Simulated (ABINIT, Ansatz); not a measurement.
# SiC (Moissanite 3C): zone-centre phonons

Which modes does SiC (Moissanite 3C) have at the zone centre?

Program: ABINIT 10.8.3. Level of theory: DFT PBEsol, scalar-relativistic, plane waves, PseudoDojo norm-conserving pseudopotentials. Results are calculated unless marked as measured.

The experiments to compare with:

“On melting of silicon carbide under pressure” (2012, arxiv:1210.3244) quotes from earlier work for SiC, 3C polytype (zincblende) (single crystals from silicon oxide and carbon black reaction at 2800 K, annealed in air): lattice constant a (a of cubic 3C-SiC starting crystals) 4.357 Å [Starting-material characterisation; no method, uncertainty or temperature given].

“Infrared properties of SiC particles” (1999, arxiv:astro-ph/9903031) quotes from earlier work for SiC, 3C (beta, cubic zinc blende) (literature average; scatter up to 0.2): ε∞ (high-frequency dielectric constant) 6.49 [average of published experimental values; polytype label garbled in the row, 3C inferred …].

For SiC, 3C zinc blende (undoped polycrystalline, with stacking faults), “Role of Spin, Phonon and Plasmon Dynamics on Ferromagnetism in Cr doped 3C-SiC” (2018, arxiv:1810.03146) gives, by Raman scattering, 488 nm: Raman mode (TO at Gamma) 796 cm⁻¹ [overlaps with a disorder-induced band at 789 cm-1; sample has stacking faults …].

“Optical properties of silicon carbide for astrophysical applications I. New laboratory infrared reflectance spectra and optical constants” (2008, arxiv:0803.1210) reports for SiC, 3C (zinc blende), by FTIR reflectance, classical dispersion analysis (high-purity CVD 3C-SiC wafer, 292 K): infrared mode (TO at Gamma) about 797.5 cm⁻¹ [TO position from reflectance band and dispersion fit; imperfect surface polish].

### Step 1. The starting structure

It takes space group F-43m (No. 216, cubic). The conventional cell has a = 4.358 Å, b = 4.358 Å, c = 4.358 Å, α = 90.00°, β = 90.00°, γ = 90.00°. Nearest to Si lie 4 C at 1.89 Å. Nearest to C lie 4 Si at 1.89 Å. Farther neighbours are not listed.

### Step 2. Relaxation

The harmonic expansion starts where the forces on the atoms vanish, and stress shifts the frequencies, so cell and atoms are relaxed with tight thresholds.

The starting cell comes from a relaxation made beforehand in Ansatz (PBEsol, PseudoDojo NC).

relax.abi

```
# relaxation
ionmov 2
optcell 2
ecutsm 0.5
dilatmx 1.08
ntime 40
tolmxf 2.0d-06
tolvrs 1.0d-14
prtwf 0
prtden 0
chksymtnons 0

# basis, mesh and filling
ecut 37.0
ngkpt 10 10 10
nshiftk 1
shiftk 0.0 0.0 0.0
istwfk *1
occopt 1
nband 4
nstep 100
diemac 9.0
prtebands 0
prtgsr 0
useylm 1

# cell and atoms
acell 3*1.0 Angstrom
rprim 
    0.0 2.178773289 2.178773289
    2.178773289 0.0 2.178773289
    2.178773289 2.178773289 0.0
ntypat 2
znucl 14 6
natom 2
typat 1 2
xred 
    0.0 0.0 0.0
    0.25 0.25 0.25
pp_dirpath "./pseudo"
pseudos "Si.upf, C.upf"
```

Run with:

```console
OMP_NUM_THREADS=1 mpirun -n 8 abinit relax.abi > relax.log
```

Numbers of over 12 decimals in the logs are rounded to 6 here.

relax.abo, the main output file:

```text
[banners, grids, parts of the stress and lines that vanish by symmetry left out]
- input  file    -> relax.abi
- output file    -> relax.abo
- root for input  files -> relaxi
[...]
Symmetries : space group F-4 3 m (#216); Bravais cF (face-center cubic)
[...]
mpw =        1917          nfft =       46656          nkpt =          47
[...]
== DATASET  1 ==================================================================
[...]
cutoff_energies: {ecut:  37.0, pawecutdg:  -1.0, }
[...]
ETOT  1  -10.162591058158    -1.016E+01 2.448E-01 4.601E+02
 ETOT  2  -10.219758849364    -5.717E-02 8.373E-05 2.019E+02
 ETOT  3  -10.255873526531    -3.611E-02 5.884E-04 5.281E-01
 ETOT  4  -10.255953533956    -8.001E-05 9.981E-07 8.373E-03
 ETOT  5  -10.255954478160    -9.442E-07 1.581E-08 1.300E-04
[...]
At SCF step   11       vres2   =  8.93E-16 < tolvrs=  1.00E-14 =>converged.
[...]
sigma(1 1)=  2.65237651E-07  sigma(3 2)=  0.00000000E+00
  sigma(2 2)=  2.65237651E-07  sigma(3 1)=  0.00000000E+00
  sigma(3 3)=  2.65237651E-07  sigma(2 1)=  0.00000000E+00
[...]
convergence: {deltae:  1.847E-13, res2:  8.931E-16, residm:  1.036E-19, diffor: null, }
etotal    :  -1.02559545E+01
[...]
ETOT  1  -10.255954495914    -1.026E+01 1.229E-11 6.668E-06
[...]
At SCF step    6       vres2   =  2.21E-15 < tolvrs=  1.00E-14 =>converged.
[...]
sigma(1 1)=  8.59025315E-08  sigma(3 2)=  0.00000000E+00
  sigma(2 2)=  8.59025315E-08  sigma(3 1)=  0.00000000E+00
  sigma(3 3)=  8.59025315E-08  sigma(2 1)=  0.00000000E+00
[...]
convergence: {deltae:  5.151E-14, res2:  2.210E-15, residm:  1.690E-18, diffor: null, }
etotal    :  -1.02559545E+01
[...]
ETOT  1  -10.255954496821    -1.026E+01 3.051E-12 1.530E-06
[...]
ETOT  5  -10.255954497069    -1.545E-13 3.838E-17 1.535E-13
 ETOT  6  -10.255954497070    -1.776E-13 3.928E-19 5.104E-16
 At SCF step    6       vres2   =  5.10E-16 < tolvrs=  1.00E-14 =>converged.
[...]
sigma(1 1)=  2.27437539E-11  sigma(3 2)=  0.00000000E+00
  sigma(2 2)=  2.27437531E-11  sigma(3 1)=  0.00000000E+00
  sigma(3 3)=  2.27437522E-11  sigma(2 1)=  0.00000000E+00
[...]
convergence: {deltae: -1.776E-13, res2:  5.104E-16, residm:  3.928E-19, diffor: null, }
etotal    :  -1.02559545E+01
[...]
At Broyd/MD step   3, gradients are converged :
[...]
sigma(1 1)=  2.27437539E-11  sigma(3 2)=  0.00000000E+00
  sigma(2 2)=  2.27437531E-11  sigma(3 1)=  0.00000000E+00
  sigma(3 3)=  2.27437522E-11  sigma(2 1)=  0.00000000E+00
[...]
- sigma(1 1)=  6.69144343E-07  sigma(3 2)=  0.00000000E+00
- sigma(2 2)=  6.69144317E-07  sigma(3 1)=  0.00000000E+00
- sigma(3 3)=  6.69144292E-07  sigma(2 1)=  0.00000000E+00
[...]
fcart     -0.0000000000E+00 -0.0000000000E+00 -0.0000000000E+00
           strten      2.2743753929E-11  2.2743753061E-11  2.2743752194E-11
================================================================================

[key lines of the parts left out:]
pressure_GPa:  -6.6914E-07
Total energy (etotal) [Ha]= -1.02559544970696E+01
```

Run time: 9.7 s. Hardware: 8 MPI ranks of Arm Neoverse N1, shared host; 75 s of CPU time.

Little changed from the start: no atom moved by 0.005 Å and no cell edge by 0.1 %.

This step gave:

```
volume per atom : 10.34 Å³
pressure        : -6.69e-7 GPa
```

### Step 3. Ground state

The response is built on these wavefunctions, so the potential is converged far more tightly than an energy would need.

gs.abi

```
# ground state
tolvrs 1.0d-16
prtden 1
prtwf 1

# basis, mesh and filling
ecut 37.0
ngkpt 10 10 10
nshiftk 1
shiftk 0.0 0.0 0.0
istwfk *1
occopt 1
nband 4
nstep 100
diemac 9.0
prtebands 0
prtgsr 0
useylm 1

# cell and atoms
acell 3*1.0 Angstrom
rprim 
    0.0 2.17874765 2.17874765
    2.17874765 0.0 2.17874765
    2.17874765 2.17874765 0.0
ntypat 2
znucl 14 6
natom 2
typat 1 2
xred 
    0.0 0.0 0.0
    0.25 0.25 0.25
pp_dirpath "./pseudo"
pseudos "Si.upf, C.upf"
```

Run with:

```console
OMP_NUM_THREADS=1 mpirun -n 8 abinit gs.abi > gs.log
```

gs.abo, the main output file:

```text
[banners, grids, parts of the stress and lines that vanish by symmetry left out]
- input  file    -> gs.abi
- output file    -> gs.abo
- root for input  files -> gsi
[...]
Symmetries : space group F-4 3 m (#216); Bravais cF (face-center cubic)
[...]
mpw =        1524          nfft =       32768          nkpt =          47
[...]
== DATASET  1 ==================================================================
[...]
cutoff_energies: {ecut:  37.0, pawecutdg:  -1.0, }
[...]
ETOT  1  -10.170508278485    -1.017E+01 2.121E-01 3.118E+02
 ETOT  2  -10.222933783931    -5.243E-02 4.871E-05 1.290E+02
 ETOT  3  -10.255852710117    -3.292E-02 5.472E-04 5.432E-01
 ETOT  4  -10.255967917506    -1.152E-04 1.227E-06 5.512E-03
 ETOT  5  -10.255968775852    -8.583E-07 1.810E-08 1.950E-04
[...]
ETOT 10  -10.255968817798     3.464E-13 6.932E-18 4.124E-14
 ETOT 11  -10.255968817798    -7.638E-14 1.403E-19 7.556E-17
 At SCF step   11       vres2   =  7.56E-17 < tolvrs=  1.00E-16 =>converged.
[...]
sigma(1 1)=  1.04712064E-05  sigma(3 2)=  0.00000000E+00
  sigma(2 2)=  1.04712064E-05  sigma(3 1)=  0.00000000E+00
  sigma(3 3)=  1.04712064E-05  sigma(2 1)=  0.00000000E+00
[...]
convergence: {deltae: -7.638E-14, res2:  7.556E-17, residm:  1.403E-19, diffor: null, }
etotal    :  -1.02559688E+01
[...]
sigma(1 1)=  1.04712064E-05  sigma(3 2)=  0.00000000E+00
  sigma(2 2)=  1.04712064E-05  sigma(3 1)=  0.00000000E+00
  sigma(3 3)=  1.04712064E-05  sigma(2 1)=  0.00000000E+00
[...]
- sigma(1 1)=  3.08073528E-01  sigma(3 2)=  0.00000000E+00
- sigma(2 2)=  3.08073528E-01  sigma(3 1)=  0.00000000E+00
- sigma(3 3)=  3.08073528E-01  sigma(2 1)=  0.00000000E+00
[...]
fcart     -0.0000000000E+00 -0.0000000000E+00 -0.0000000000E+00
           strten      1.0471206379E-05  1.0471206379E-05  1.0471206379E-05
================================================================================

[key lines of the parts left out:]
pressure_GPa:  -3.0807E-01
```

Run time: 4.3 s. Hardware: 8 MPI ranks; 33 s of CPU time.

Read from the output:

* pressure: -0.3081 GPa

The cell stands at -0.31 GPa: the relaxation ran with a smoothed cutoff, and the difference is a stress of the finite basis.

### Step 4. Zone-centre response

The derivative of the wavefunctions by k comes first, since the response to a field is built on it; then the field and the displacements that symmetry doesn't supply are solved at q = 0.

dfpt_gamma.abi

```
ndtset 2

# common to the responses
getwfk_filepath "gso_WFK"
kptopt 2
nqpt 1
qpt 0.0 0.0 0.0

# d/dk
rfelfd1 2
rfdir1 1 1 1
iscf1 -3
tolwfr1 1.0d-20

# displacements, field
rfphon2 1
rfatpol2 1 2
rfdir2 1 1 1
rfelfd2 3
getddk2 1
tolvrs2 1.0d-10
prtwf2 0

# basis, mesh and filling
ecut 37.0
ngkpt 10 10 10
nshiftk 1
shiftk 0.0 0.0 0.0
istwfk *1
occopt 1
nband 4
nstep 100
diemac 9.0
prtebands 0
prtgsr 0
useylm 1

# cell and atoms
acell 3*1.0 Angstrom
rprim 
    0.0 2.17874765 2.17874765
    2.17874765 0.0 2.17874765
    2.17874765 2.17874765 0.0
ntypat 2
znucl 14 6
natom 2
typat 1 2
xred 
    0.0 0.0 0.0
    0.25 0.25 0.25
pp_dirpath "./pseudo"
pseudos "Si.upf, C.upf"
```

Run with:

```console
OMP_NUM_THREADS=1 mpirun -n 8 abinit dfpt_gamma.abi > dfpt_gamma.log
```

dfpt_gamma.abo, the main output file:

```text
[banners, grids, parts of the stress and lines that vanish by symmetry left out]
- input  file    -> dfpt_gamma.abi
- output file    -> dfpt_gamma.abo
- root for input  files -> dfpt_gammai
[...]
DATASET    1 : space group F-4 3 m (#216); Bravais cF (face-center cubic)
[...]
nfft =       32768          nkpt =         504
[...]
DATASET    2 : space group F-4 3 m (#216); Bravais cF (face-center cubic)
[...]
nfft =       32768          nkpt =         504
[...]
== DATASET  1 ==================================================================
[...]
cutoff_energies: {ecut:  37.0, pawecutdg:  -1.0, }
[...]
-  6.00000   4.00000  180301                  znucl, zion, pspdat
[...]
Perturbation : derivative vs k along direction   1
[...]
-ETOT  1  -13.739902880053     -1.374E+01 3.250E-01 0.000E+00
 ETOT  2  -13.785183302158     -4.528E-02 4.038E-03 0.000E+00
 ETOT  3  -13.785498404925     -3.151E-04 2.957E-05 0.000E+00
 ETOT  4  -13.785501307851     -2.903E-06 4.891E-07 0.000E+00
 ETOT  5  -13.785501338328     -3.048E-08 4.180E-09 0.000E+00
[...]
At SCF step   12   max residual=  9.99E-21 < tolwfr=  1.00E-20 =>converged.
[...]
Perturbation : derivative vs k along direction   2
[...]
-ETOT  1  -13.739922900285     -1.374E+01 3.250E-01 0.000E+00
[...]
At SCF step   12   max residual=  9.99E-21 < tolwfr=  1.00E-20 =>converged.
[...]
Perturbation : derivative vs k along direction   3
[...]
-ETOT  1  -13.739903021886     -1.374E+01 3.250E-01 0.000E+00
[...]
At SCF step   12   max residual=  9.94E-21 < tolwfr=  1.00E-20 =>converged.
[...]
1        1       1.9715274248   -0.0000000000
     1        2       0.9857637124    0.0000000000
     1        3       0.9857637124   -0.0000000000
     2        1       0.9857637124    0.0000000000
     2        2       1.9715274248   -0.0000000000
     2        3       0.9857637124   -0.0000000000
     3        1       0.9857637124   -0.0000000000
     3        2       0.9857637124   -0.0000000000
     3        3       1.9715274248   -0.0000000000
[...]
== DATASET  2 ==================================================================
[...]
cutoff_energies: {ecut:  37.0, pawecutdg:  -1.0, }
[...]
Perturbation : displacement of atom   1   along direction   1
[...]
-ETOT  1   6.817450     -4.411E+01 4.578E-01 2.650E+02
[...]
At SCF step    9       vres2   =  4.54E-13 < tolvrs=  1.00E-10 =>converged.
[...]
Perturbation : displacement of atom   2   along direction   1
[...]
-ETOT  1   8.643220     -5.553E+02 1.584E+00 4.288E+03
[...]
At SCF step    9       vres2   =  6.64E-11 < tolvrs=  1.00E-10 =>converged.
[...]
Perturbation : homogeneous electric field along direction   1
[...]
-ETOT  1  -114.86917014264     -1.149E+02 5.227E+00 7.506E+03
[...]
ETOT  8  -117.55615940958     -9.101E-11 1.813E-12 1.485E-09
 ETOT  9  -117.55615940958     -2.984E-13 2.269E-14 2.103E-11
 At SCF step    9       vres2   =  2.10E-11 < tolvrs=  1.00E-10 =>converged.
[...]
Effective charge tensors after
[...]
Dielectric tensor, in cartesian coordinates,
[...]
1    4   1    4         7.0589652045        -0.0000000000
   1    4   2    4        -0.0000000000        -0.0000000000
   1    4   3    4        -0.0000000000        -0.0000000000
   2    4   1    4        -0.0000000000        -0.0000000000
   2    4   2    4         7.0589652045        -0.0000000000
   2    4   3    4        -0.0000000000        -0.0000000000
   3    4   1    4        -0.0000000000        -0.0000000000
   3    4   2    4        -0.0000000000        -0.0000000000
   3    4   3    4         7.0589652045        -0.0000000000
  Effective charges, in cartesian coordinates,
[...]
1    1   1    4         2.7052320324         0.0000000000
   2    1   1    4        -0.0000000000         0.0000000000
   3    1   1    4         0.0000000000         0.0000000000
   1    2   1    4        -2.7052320324         0.0000000000
   2    2   1    4         0.0000000000         0.0000000000
[...]
Effective charges, in cartesian coordinates,
[...]
2    4   1    2         0.0000000000         0.0000000000
   3    4   1    2         0.0000000000         0.0000000000
   1    4   2    2         0.0000000000         0.0000000000
   2    4   2    2        -2.7052320478         0.0000000000
   3    4   2    2         0.0000000000         0.0000000000
   1    4   3    2         0.0000000000         0.0000000000
   2    4   3    2         0.0000000000         0.0000000000
   3    4   3    2        -2.7052320478         0.0000000000
  Phonon wavevector (reduced coordinates) :  0.00000  0.00000  0.00000
 Phonon energies in Hartree :
[...]
Phonon frequencies in cm-1    :
-  0.000000E+00  0.000000E+00  0.000000E+00  7.886607E+02  7.886607E+02
-  7.886607E+02
  Phonon at Gamma, with non-analyticity in the
[...]
Phonon energies in Hartree :
[...]
Phonon frequencies in cm-1    :
-  0.000000E+00  0.000000E+00  0.000000E+00  7.886607E+02  7.886607E+02
-  9.566252E+02
  Phonon at Gamma, with non-analyticity in the
[...]
Phonon energies in Hartree :
[...]
Phonon frequencies in cm-1    :
-  0.000000E+00  0.000000E+00  0.000000E+00  7.886607E+02  7.886607E+02
-  9.566252E+02
  Phonon at Gamma, with non-analyticity in the
[...]
Phonon energies in Hartree :
[...]
Phonon frequencies in cm-1    :
-  0.000000E+00  0.000000E+00  0.000000E+00  7.886607E+02  7.886607E+02
-  9.566252E+02
[...]
fcart2     0.0000000000E+00  0.0000000000E+00  0.0000000000E+00
           strten2     0.0000000000E+00  0.0000000000E+00  0.0000000000E+00
================================================================================
```

It took 1.9 min on 8 MPI ranks; 12 min of CPU time.

Numbers from this step:

```yaml
highest_optical_zone_centre_mode_no_lo_to_term: 788.7 cm⁻¹
lowest_optical_zone_centre_mode: 788.7 cm⁻¹
mean_high_frequency_dielectric_constant: 7.059
largest_born_charge_in_size_third_of_the_trace: 2.705 e
```

Born charge (rows field, columns displacement), after the sum rule (e), principal values of the symmetric part by kind of site:

```
atom  atoms with these values    low  middle   high   mean
 Si1                        1   2.71    2.71   2.71   2.71
  C2                        1  -2.71   -2.71  -2.71  -2.71
```

In full for Si1:

```
2.71 0.00 0.00
0.00 2.71 0.00
0.00 0.00 2.71
```

High-frequency dielectric tensor:

```
7.06 0.00 0.00
0.00 7.06 0.00
0.00 0.00 7.06
```

[end of part 1 of 4]

[Host names and launcher messages were left out of these logs when they were recorded.]

[Logs are printed without paths, hosts, clocks, repeated set-up lines and the standing remarks that a program may print on its own settings, such as how far it seeks lower states.]

[Hosts, paths, dates, database ids (printed as entryN), source tags and the programs' standing remarks are cut or masked in the printed files.]
